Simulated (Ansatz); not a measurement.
# ScAl17N18: the cost of one run

All numbers below are computed with Ansatz 0.2.0 (DFT PBEsol, scalar-relativistic, plane waves, PAW).

2 further runs of the same task are left out: 2 set aside as unsound or not needed.

## Step 1: Starting point

The cell holds 36 atoms (Al17N18Sc): a = 7.343 Å, b = 7.343 Å, c = 7.343 Å, α = 79.00°, β = 79.00°, γ = 79.00°.

The coordinates of this cell stand in the input of its own run.

The host was relaxed before at PBEsol: a = 3.114 Å, b = 3.114 Å, c = 4.984 Å, α = 90.00°, β = 90.00°, γ = 120.00° (conventional cell), 10.461 Å³/atom.

Places, in fractions of the supercell: Sc in place of Al at (0.056, 0.389, 0.056). The start keeps the symmetry of the ideal site.

Earlier runs gave the host's free energy in this supercell, -16307.239 eV, its gap, 4.09 eV.

## Step 2: Charge 0, atoms relaxed

Input file input.yaml:

```yaml
crystal:
  lattice:
    - [4.6706711409, 2.6966132405, -4.9836450386]
    - [0.0, -5.393226481, -4.9836450386]
    - [-4.6706711409, 2.6966132405, -4.9836450386]
  atoms:
    - { symbol: Sc, position: [0.0558815908, 0.3892149242, 0.0558815908] }
    - { symbol: Al, position: [0.0558815908, 0.0558815908, 0.3892149242] }
    - { symbol: Al, position: [0.3892149242, 0.3892149242, 0.7225482575] }
    - { symbol: Al, position: [0.7225482575, 0.3892149242, 0.3892149242] }
    - { symbol: Al, position: [0.3892149242, 0.0558815908, 0.0558815908] }
    - { symbol: Al, position: [0.0558815908, 0.7225482575, 0.7225482575] }
    - { symbol: Al, position: [0.3892149242, 0.7225482575, 0.3892149242] }
    - { symbol: Al, position: [0.7225482575, 0.0558815908, 0.7225482575] }
    - { symbol: Al, position: [0.7225482575, 0.7225482575, 0.0558815908] }
    - { symbol: Al, position: [0.7781038131, 0.1114371464, 0.1114371464] }
    - { symbol: Al, position: [0.7781038131, 0.7781038131, 0.4447704797] }
    - { symbol: Al, position: [0.1114371464, 0.1114371464, 0.7781038131] }
    - { symbol: Al, position: [0.4447704797, 0.1114371464, 0.4447704797] }
    - { symbol: Al, position: [0.1114371464, 0.7781038131, 0.1114371464] }
    - { symbol: Al, position: [0.7781038131, 0.4447704797, 0.7781038131] }
    - { symbol: Al, position: [0.1114371464, 0.4447704797, 0.4447704797] }
    - { symbol: Al, position: [0.4447704797, 0.7781038131, 0.7781038131] }
    - { symbol: Al, position: [0.4447704797, 0.4447704797, 0.1114371464] }
    - { symbol: "N", position: [0.9285628536, 0.2618961869, 0.9285628536] }
    - { symbol: "N", position: [0.9285628536, 0.9285628536, 0.2618961869] }
    - { symbol: "N", position: [0.2618961869, 0.2618961869, 0.5952295203] }
    - { symbol: "N", position: [0.5952295203, 0.2618961869, 0.2618961869] }
    - { symbol: "N", position: [0.2618961869, 0.9285628536, 0.9285628536] }
    - { symbol: "N", position: [0.9285628536, 0.5952295203, 0.5952295203] }
    - { symbol: "N", position: [0.2618961869, 0.5952295203, 0.2618961869] }
    - { symbol: "N", position: [0.5952295203, 0.9285628536, 0.5952295203] }
    - { symbol: "N", position: [0.5952295203, 0.5952295203, 0.9285628536] }
    - { symbol: "N", position: [0.9841184092, 0.3174517425, 0.3174517425] }
    - { symbol: "N", position: [0.9841184092, 0.9841184092, 0.6507850758] }
    - { symbol: "N", position: [0.3174517425, 0.3174517425, 0.9841184092] }
    - { symbol: "N", position: [0.6507850758, 0.3174517425, 0.6507850758] }
    - { symbol: "N", position: [0.3174517425, 0.9841184092, 0.3174517425] }
    - { symbol: "N", position: [0.9841184092, 0.6507850758, 0.9841184092] }
    - { symbol: "N", position: [0.3174517425, 0.6507850758, 0.6507850758] }
    - { symbol: "N", position: [0.6507850758, 0.9841184092, 0.9841184092] }
    - { symbol: "N", position: [0.6507850758, 0.6507850758, 0.3174517425] }
  host:
    lattice:
      - [3.1137807606, 0.0, 0.0]
      - [-1.5568903803, 2.6966132405, 0.0]
      - [0.0, 0.0, 4.9836450386]
    atoms:
      - { symbol: Al, position: [0.6666666667, 0.3333333333, 0.4990218942] }
      - { symbol: Al, position: [0.3333333333, 0.6666666667, 0.9990218942] }
      - { symbol: "N", position: [0.6666666667, 0.3333333333, 0.8809781058] }
      - { symbol: "N", position: [0.3333333333, 0.6666666667, 0.3809781058] }
basis:
  ecutwfc: 420
  xc_grid: 2
kpoints:
  mp_grid: { grid: [2, 2, 2], shift: [0.5, 0.5, 0.5] }
hamiltonian:
  xc: pbesol
scf:
  occupations: { method: gaussian, width: 0.02 }
output:
  forces: true
  stress: false
  eigenvalues: true
  charged_corrections: { defect_position: [0.05588159, 0.38921492, 0.05588159] }
  write_density: true
  write_potential: true
  elf: true
  volumetric_format: npy
relax:
  adjacent_minimum: "off"
  f_tol: 0.03
  max_steps: 40
```

Command:

```bash
ansatz run input.yaml --threads 8 --pin off --max-ram 16384MiB --backend cpu --events-out ev --progress --plain --runs-dir out
```

**Question.** How long does this run take on 8 threads of Arm Neoverse V1, shared host, and how much memory does it need?

About 13 s, with a peak of 0.77 GiB.
